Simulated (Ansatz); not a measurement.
# Ge: freezing in a mode

This session takes Ge and sets out to trace the energy along mode 6.

Program: Ansatz 0.2.0. Level of theory: DFT PBEsol, scalar-relativistic, plane waves, PAW. These are calculated values, not measurements.

2 further runs of the same task are left out: 2 set aside as unsound or not needed. Runs told in other sessions of the task aren't counted.

## Step 1: The starting structure

The structure is hexagonal, space group P6_3/mmc (No. 194). Conventional cell: a = 3.997 Å, b = 3.997 Å, c = 6.596 Å, α = 90.00°, β = 90.00°, γ = 120.00°. Ge (site symmetry 3m) has 4 Ge at 2.45 to 2.47 Å in its first shell of neighbours.

As a file:

```cif
data_structure
_symmetry_space_group_name_H-M 'P6_3/mmc'
_symmetry_Int_Tables_number 194
_cell_length_a 3.9970
_cell_length_b 3.9970
_cell_length_c 6.5964
_cell_angle_alpha 90.000
_cell_angle_beta 90.000
_cell_angle_gamma 120.000
_cell_volume 91.26
loop_
_atom_site_label
_atom_site_type_symbol
_atom_site_symmetry_multiplicity
_atom_site_Wyckoff_symbol
_atom_site_fract_x
_atom_site_fract_y
_atom_site_fract_z
_atom_site_occupancy
Ge1 Ge 4 f 0.66667 0.33333 0.06291 1
```

It goes back to an entry of the Materials Project, which need not be the stable form.

It is the result of an earlier relaxation at this level (volume 22.82 Å³/atom; gap on the mesh: none (metal)).

## Step 2: Zero of energy

The reference gives a free energy of -17013.9238 eV, pressure -0.01 GPa, largest force 0.004 eV/Å and gap on the mesh none (metal). It was computed beforehand with the settings of the runs below.

## Step 3: The scan: freezing in a mode

Mode 6 of the phonon run on this cell, counted from the lowest, is frozen in: each atom moves by x times its row below, so x is the largest displacement.

```
atom     ux     uy      uz
 Ge1  0.000  0.000   1.000
 Ge2  0.000  0.000  -1.000
 Ge3  0.000  0.000   1.000
 Ge4  0.000  0.000  -1.000
```

## Step 4: Point x = -0.300 Å

input.yaml

```yaml
crystal:
  lattice:
    - [3.9969678642, 0.0, 0.0]
    - [-1.9984839321, 3.4614757085, 0.0]
    - [0.0, 0.0, 6.596365133]
  atoms:
    - { symbol: Ge, position: [0.6666666667, 0.3333333333, 0.0174322637] }
    - { symbol: Ge, position: [0.3333333333, 0.6666666667, 0.6083914493] }
    - { symbol: Ge, position: [0.6666666667, 0.3333333333, 0.3916085507] }
    - { symbol: Ge, position: [0.3333333333, 0.6666666667, 0.9825677363] }
basis:
  ecutwfc: 420
kpoints:
  mp_grid: { grid: [12, 12, 8] }
hamiltonian:
  xc: pbesol
scf:
  occupations: { method: gaussian, width: 0.15 }
output:
  forces: true
  stress: true
  eigenvalues: true
```

On the command line:

```bash
ansatz run input.yaml --threads 2 --pin off --max-ram 5120MiB --backend cpu --events-out ev --progress --plain --runs-dir out
```

## Step 5: Point x = 0.225 Å

input.yaml

```yaml
crystal:
  lattice:
    - [3.9969678642, 0.0, 0.0]
    - [-1.9984839321, 3.4614757085, 0.0]
    - [0.0, 0.0, 6.596365133]
  atoms:
    - { symbol: Ge, position: [0.6666666667, 0.3333333333, 0.0970215511] }
    - { symbol: Ge, position: [0.3333333333, 0.6666666667, 0.5288021619] }
    - { symbol: Ge, position: [0.6666666667, 0.3333333333, 0.4711978381] }
    - { symbol: Ge, position: [0.3333333333, 0.6666666667, 0.9029784489] }
basis:
  ecutwfc: 420
kpoints:
  mp_grid: { grid: [12, 12, 8] }
hamiltonian:
  xc: pbesol
scf:
  occupations: { method: gaussian, width: 0.15 }
output:
  forces: true
  stress: true
  eigenvalues: true
  write_density: true
  write_potential: true
  elf: true
  volumetric_format: npy
```

## Step 6: At x = -0.150 Å

input.yaml

```yaml
crystal:
  lattice:
    - [3.9969678642, 0.0, 0.0]
    - [-1.9984839321, 3.4614757085, 0.0]
    - [0.0, 0.0, 6.596365133]
  atoms:
    - { symbol: Ge, position: [0.6666666667, 0.3333333333, 0.0401720601] }
    - { symbol: Ge, position: [0.3333333333, 0.6666666667, 0.5856516529] }
    - { symbol: Ge, position: [0.6666666667, 0.3333333333, 0.4143483471] }
    - { symbol: Ge, position: [0.3333333333, 0.6666666667, 0.9598279399] }
basis:
  ecutwfc: 420
kpoints:
  mp_grid: { grid: [12, 12, 8] }
hamiltonian:
  xc: pbesol
scf:
  occupations: { method: gaussian, width: 0.15 }
output:
  forces: true
  stress: true
  eigenvalues: true
```

## Step 7: Point x = 0.075 Å

input.yaml

```yaml
crystal:
  lattice:
    - [3.9969678642, 0.0, 0.0]
    - [-1.9984839321, 3.4614757085, 0.0]
    - [0.0, 0.0, 6.596365133]
  atoms:
    - { symbol: Ge, position: [0.6666666667, 0.3333333333, 0.0742817547] }
    - { symbol: Ge, position: [0.3333333333, 0.6666666667, 0.5515419583] }
    - { symbol: Ge, position: [0.6666666667, 0.3333333333, 0.4484580417] }
    - { symbol: Ge, position: [0.3333333333, 0.6666666667, 0.9257182453] }
basis:
  ecutwfc: 420
kpoints:
  mp_grid: { grid: [12, 12, 8] }
hamiltonian:
  xc: pbesol
scf:
  occupations: { method: gaussian, width: 0.15 }
output:
  forces: true
  stress: true
  eigenvalues: true
```

## Step 8: At x = 0.263 Å

input.yaml

```yaml
crystal:
  lattice:
    - [3.9969678642, 0.0, 0.0]
    - [-1.9984839321, 3.4614757085, 0.0]
    - [0.0, 0.0, 6.596365133]
  atoms:
    - { symbol: Ge, position: [0.6666666667, 0.3333333333, 0.1027065002] }
    - { symbol: Ge, position: [0.3333333333, 0.6666666667, 0.5231172128] }
    - { symbol: Ge, position: [0.6666666667, 0.3333333333, 0.4768827872] }
    - { symbol: Ge, position: [0.3333333333, 0.6666666667, 0.8972934998] }
basis:
  ecutwfc: 420
kpoints:
  mp_grid: { grid: [12, 12, 8] }
hamiltonian:
  xc: pbesol
scf:
  occupations: { method: gaussian, width: 0.15 }
output:
  forces: true
  stress: true
  eigenvalues: true
  write_density: true
  write_potential: true
  elf: true
  volumetric_format: npy
```

## Step 9: At x = 0.188 Å

input.yaml

```yaml
crystal:
  lattice:
    - [3.9969678642, 0.0, 0.0]
    - [-1.9984839321, 3.4614757085, 0.0]
    - [0.0, 0.0, 6.596365133]
  atoms:
    - { symbol: Ge, position: [0.6666666667, 0.3333333333, 0.091336602] }
    - { symbol: Ge, position: [0.3333333333, 0.6666666667, 0.534487111] }
    - { symbol: Ge, position: [0.6666666667, 0.3333333333, 0.465512889] }
    - { symbol: Ge, position: [0.3333333333, 0.6666666667, 0.908663398] }
basis:
  ecutwfc: 420
kpoints:
  mp_grid: { grid: [12, 12, 8] }
hamiltonian:
  xc: pbesol
scf:
  occupations: { method: gaussian, width: 0.15 }
output:
  forces: true
  stress: true
  eigenvalues: true
```

## Step 10: x = 0.113 Å

input.yaml

```yaml
crystal:
  lattice:
    - [3.9969678642, 0.0, 0.0]
    - [-1.9984839321, 3.4614757085, 0.0]
    - [0.0, 0.0, 6.596365133]
  atoms:
    - { symbol: Ge, position: [0.6666666667, 0.3333333333, 0.0799667038] }
    - { symbol: Ge, position: [0.3333333333, 0.6666666667, 0.5458570092] }
    - { symbol: Ge, position: [0.6666666667, 0.3333333333, 0.4541429908] }
    - { symbol: Ge, position: [0.3333333333, 0.6666666667, 0.9200332962] }
basis:
  ecutwfc: 420
kpoints:
  mp_grid: { grid: [12, 12, 8] }
hamiltonian:
  xc: pbesol
scf:
  occupations: { method: gaussian, width: 0.15 }
output:
  forces: true
  stress: true
  eigenvalues: true
```

## Step 11: Point x = 0.037 Å

input.yaml

```yaml
crystal:
  lattice:
    - [3.9969678642, 0.0, 0.0]
    - [-1.9984839321, 3.4614757085, 0.0]
    - [0.0, 0.0, 6.596365133]
  atoms:
    - { symbol: Ge, position: [0.6666666667, 0.3333333333, 0.0685968056] }
    - { symbol: Ge, position: [0.3333333333, 0.6666666667, 0.5572269074] }
    - { symbol: Ge, position: [0.6666666667, 0.3333333333, 0.4427730926] }
    - { symbol: Ge, position: [0.3333333333, 0.6666666667, 0.9314031944] }
basis:
  ecutwfc: 420
kpoints:
  mp_grid: { grid: [12, 12, 8] }
hamiltonian:
  xc: pbesol
scf:
  occupations: { method: gaussian, width: 0.15 }
output:
  forces: true
  stress: true
  eigenvalues: true
  write_density: true
  write_potential: true
  elf: true
  volumetric_format: npy
```

(Steps that only read results are left out.)

**Question.** What will these runs give? Wanted: harmonic wavenumber of the mode.

**Answer**, as computed:

```
                                          quantity     value
                   harmonic wavenumber of the mode  211 cm⁻¹
the same from the force at an amplitude of 0.037 Å  210 cm⁻¹
```

What this shows: The force at the smallest amplitude gives 210 cm⁻¹ against 211 cm⁻¹ from the phonon run, so the curve is close to a parabola there. No sampled point lies below the undisturbed cell.
